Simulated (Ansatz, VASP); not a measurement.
# FeO (Wuestite) in VASP and in Ansatz

```
Fe O
1.0
     0.00000    2.11140    2.11140
     2.11140    0.00000    2.11140
     2.11140    2.11140    0.00000
Fe O
1 1
Cartesian
  0.0000 0.0000 0.0000
  2.1114 2.1114 2.1114
```

Change from the starting cell: volume scaled by 0.94.

Alike in both runs: task single point; functional PBEsol; k mesh 11 × 11 × 11; occupations fermi-dirac, width 0.05 eV; collinear spin, ferromagnetic start.

```csv
,VASP,Ansatz
version,VASP 6.6.1,Ansatz 0.2.0
potentials or method,"VASP PAW PBE potentials, release 64 (Fe, O)",Ansatz PAW
plane-wave cutoff (eV),520,420
valence electrons in the cell,14,22
```

```csv
,VASP,Ansatz,Ansatz less VASP
gap on the k mesh at the Fermi level (eV),none,none,-
pressure (GPa),4.1,3.5,-0.53
net moment per atom (μB),2.00,2.00,+0.001
size of the moment on the site where the two differ most (μB),3.60,3.41,-0.189
```

Site moments also hang on the region over which each program counts them. A gap of «none» marks a metal or a gap that the smearing closes. The functional is the same, so the differences come from potentials, cutoffs and numerics. The two sets of potentials don't hold the same shells in valence.

Caveats: a cell with one magnetic atom can't hold antiferromagnetic order, which such compounds often take; semilocal functionals often make such compounds metallic where correlation or magnetic order opens a gap, which also shifts bond lengths; the PAW data sets were made with another functional, which shifts forces and pressure a little (VASP); the pressure holds a Pulay correction of +0.7 GPa for the finite cutoff (Ansatz); the PAW data sets come from PBE, with cores solved anew for the run's functional, which leaves a small shift of forces and pressure (Ansatz).
